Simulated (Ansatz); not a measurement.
# AlN: the cost of one run

Method: DFT PBE, scalar-relativistic, plane waves, PAW, in Ansatz 0.2.0.

10 further runs of the same task are left out: 10 set aside as unsound or not needed.

### 1 The system as given

The structure is cubic, space group Fm-3m (No. 225). Conventional cell: a = 4.071 Å, b = 4.071 Å, c = 4.071 Å, α = 90.00°, β = 90.00°, γ = 90.00°. Al (site symmetry m-3m) has 6 N at 2.04 Å as nearest neighbours. Around N (site symmetry m-3m) lie 6 Al at 2.04 Å.

Coordinates:

```cif
data_structure
_symmetry_space_group_name_H-M 'Fm-3m'
_symmetry_Int_Tables_number 225
_cell_length_a 4.0706
_cell_length_b 4.0706
_cell_length_c 4.0706
_cell_angle_alpha 90.000
_cell_angle_beta 90.000
_cell_angle_gamma 90.000
_cell_volume 67.45
loop_
_atom_site_label
_atom_site_type_symbol
_atom_site_symmetry_multiplicity
_atom_site_Wyckoff_symbol
_atom_site_fract_x
_atom_site_fract_y
_atom_site_fract_z
_atom_site_occupancy
Al1 Al 4 b 0.50000 0.00000 0.00000 1
N1 N 4 a 0.00000 0.00000 0.00000 1
```

It goes back to an entry of the Materials Project, which need not be the stable form.

It is the result of an earlier relaxation at this level (volume 8.43 Å³/atom; gap on the mesh: 4.43 eV).

### 2 Plan of the scan

The energy is mapped over a normal mode and a strain (zone-centre modes of the cell shown, which folds in the wave vector (0, 1/2, 1/2) of the primitive cell) (x along [1 0 0], y along [0 1 0], z along [0 0 1] of the conventional cell).

- amplitude of mode 4 (319 cm⁻¹), largest displacement in the unstrained cell: 11 values from −0.118 to 0.118 Å
- equal normal strain along x, y and z: 7 values from −2.50 to 2.50 %

Nothing else is relaxed (the pattern is fixed in fractional coordinates). Energies count from the relaxed high-symmetry cell. Points are written as (first, second).

The modes come from a phonon run on the reference cell, made beforehand.

Displacement patterns for an amplitude of 1 (Å):

```
atom     x1      y1     z1
 Al1  0.000   1.000  0.000
 Al2  0.000  -1.000  0.000
  N3  0.000  -0.363  0.000
  N4  0.000   0.363  0.000
```

### 3 The run at (−0.024 Å, 2.50 %)

Contents of input.yaml:

```yaml
crystal:
  lattice:
    - [0.0, -2.0861995362, -2.0861995362]
    - [0.0, 2.0861995362, -2.0861995362]
    - [4.1723990723, 0.0, 0.0]
  atoms:
    - { symbol: Al, position: [0.5057976238, 0.4942023762, 0.0] }
    - { symbol: Al, position: [-0.0057976238, 0.0057976238, 0.5] }
    - { symbol: "N", position: [0.4978966712, 0.5021033288, 0.5] }
    - { symbol: "N", position: [0.0021033288, 0.9978966712, 0.0] }
basis:
  ecutwfc: 520.0
kpoints:
  mp_grid: { grid: [8, 8, 6] }
hamiltonian:
  xc: pbe
  pseudopotentials: { kind: paw }
scf:
  occupations: { method: gaussian, width: 0.05 }
output:
  forces: true
  stress: true
  eigenvalues: true
```

Started as:

```
$ ansatz run input.yaml --threads 1 --pin off --max-ram 2048MiB --backend cpu --events-out ev --progress --plain --runs-dir out
```

**Question.** How long does this run take on 1 thread of Arm Neoverse N1, shared host, and how much memory does it need?

About 4.7 s, with a peak of 0.31 GiB.
